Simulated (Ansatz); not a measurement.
A first try at cell relaxations under several functionals of InAs, space group Fm-3m, using Ansatz 0.2.0 through its Python package.

The script reads `inas.vasp`:
```text
InAs
1.0
   0.00000000    2.87730400    2.87730400
   2.87730400    0.00000000    2.87730400
   2.87730400    2.87730400    0.00000000
In As
1 1
Direct
   0.50000000    0.50000000    0.50000000
   0.00000000    0.00000000    0.00000000
```

Script `run_lattice.py`:
```python
import ansatz as az
from ase.io import read
import numpy as np

def edges_and_angles(cell):
    cell = np.asarray(cell)
    a, b, c = np.linalg.norm(cell, axis=1)
    cosines = cell[1] @ cell[2] / (b * c), cell[0] @ cell[2] / (a * c), cell[0] @ cell[1] / (a * b)
    return (a, b, c, *np.degrees(np.arccos(cosines)))

atoms = read('inas.vasp', format='vasp')
crystal = az.Crystal.from_ase(atoms)

model = (
    crystal.calculation()
    .kpoints(6)
    .occupations('fixed')
    .scf(tolerance=1e-10)
    .relax(cell=True)
)

levels = [('lda', 'none'), ('blyp', 'd3bj'), ('pbesol', 'none')]
print('level            a       b       c    alpha   beta  gamma  V/atom  steps')
for name, dispersion in levels:
    seen = []
    run = model.functional(name, dispersion=dispersion).session().plan()
    res = run.execute(on_event=lambda e: seen.append(e) if e['event'] == 'relax_step' else None)
    cell = res.lattice.cell_ang
    label = name if dispersion == 'none' else f'{name}+{dispersion}'
    print('{:13s} {:7.4f} {:7.4f} {:7.4f} {:6.2f} {:6.2f} {:6.2f}'.format(label, *edges_and_angles(cell)), f'{abs(np.linalg.det(cell)) / len(res.lattice.sites):7.3f} {len(seen):5d}')
```

```console
$ python run_lattice.py
level            a       b       c    alpha   beta  gamma  V/atom  steps
DeckWarning: basis.ecutwfc = 420 eV, auto-derived from the records' recommended cutoffs: set by In (normal level)
RunWarning: iter 1: σ=0 fill of 14 bands saw a band overlap (occupied 9.9264 eV > unoccupied 7.2890 eV) — on an unconverged iterate often a transient of an unconverged empty band; one that stands at the close is told there (band_overlap_at_count); if the run fails to converge, the spectrum is likely genuinely metallic at σ=0 — use a smearing of finite width or the tetrahedron method (which not every kind of run takes: see the entry of scf.occupations.method in the input reference), with at [...]
RunWarning: a fill by count may have filled part of one level: at k-index 0 the highest filled band, 10.493998 eV, and the lowest empty band, 10.493998 eV, stand 1.776e-15 eV apart, within the solve's uncertainty, 1.000e-5 eV. If they are one level, whatever splits it, however little, can move the result. A smearing (`scf.occupations.method` with a `width`) well over the split that the run's distortions make, where the deck can take one, can fill the level evenly. On an open shell (a free atom, [...]
RunWarning: the bands overlap at the fill by count (14 filled at each k-point of a channel): the highest filled level, 11.181524 eV at k-index 8, stands 2.9475 eV over the lowest empty one, 8.234017 eV at k-index 12, so that a fill of the lowest levels lies lower and no gap is reported. A metal, or a carrier in a host's bands, wants a smearing of finite width or the tetrahedron method (`scf.occupations.method`). A defect's level that its images broaden is meant whole, and this fill is then the [...]
lda            3.9686  3.9686  3.9686  60.00  60.00  60.00  22.098     5
blyp+d3bj      4.0400  4.0400  4.0400  60.00  60.00  60.00  23.312     4
pbesol         4.0058  4.0058  4.0058  60.00  60.00  60.00  22.727     4
```
(Warnings from the package without file and line, shortened, repeats left out.)

No error stopped it. What is wrong with the input all the same?

The fault: fixed occupations, though the bands overlap at this level of theory. The correction:

```diff
--- before
+++ after
@@ -16,3 +16,3 @@
     .kpoints(6)
-    .occupations('fixed')
+    .occupations('fermi_dirac', width=0.1)
     .scf(tolerance=1e-10)
```

With that change:

```console
$ python run_lattice.py
level            a       b       c    alpha   beta  gamma  V/atom  steps
DeckWarning: basis.ecutwfc = 420 eV, auto-derived from the records' recommended cutoffs: set by In (normal level)
lda            3.9639  3.9639  3.9639  60.00  60.00  60.00  22.020     5
blyp+d3bj      4.0333  4.0333  4.0333  60.00  60.00  60.00  23.197     5
pbesol         4.0003  4.0003  4.0003  60.00  60.00  60.00  22.632     5
```
(Warnings from the package without file and line.)

Forces vanish by symmetry, so the ions can't move, and the end may be a saddle. BLYP and dispersion corrections can be off by several per cent in the lattices of metals, and by several GPa in the pressure at a fixed cell. The mesh is modest for a metal, so energies can be off by several to tens of meV an atom and pressures by half a GPa or more; differences at equal mesh fare better. Edges and angles are those of the cell as typed, here a primitive one, not of the conventional cell. This is a high-temperature or high-pressure form, not the ambient phase. The structure comes from a database of computed cells and needn't be a stable or known phase. Hardware and time: 15 s on 1 thread of Arm Neoverse V2, on a shared host, peak memory 0.46 GiB.
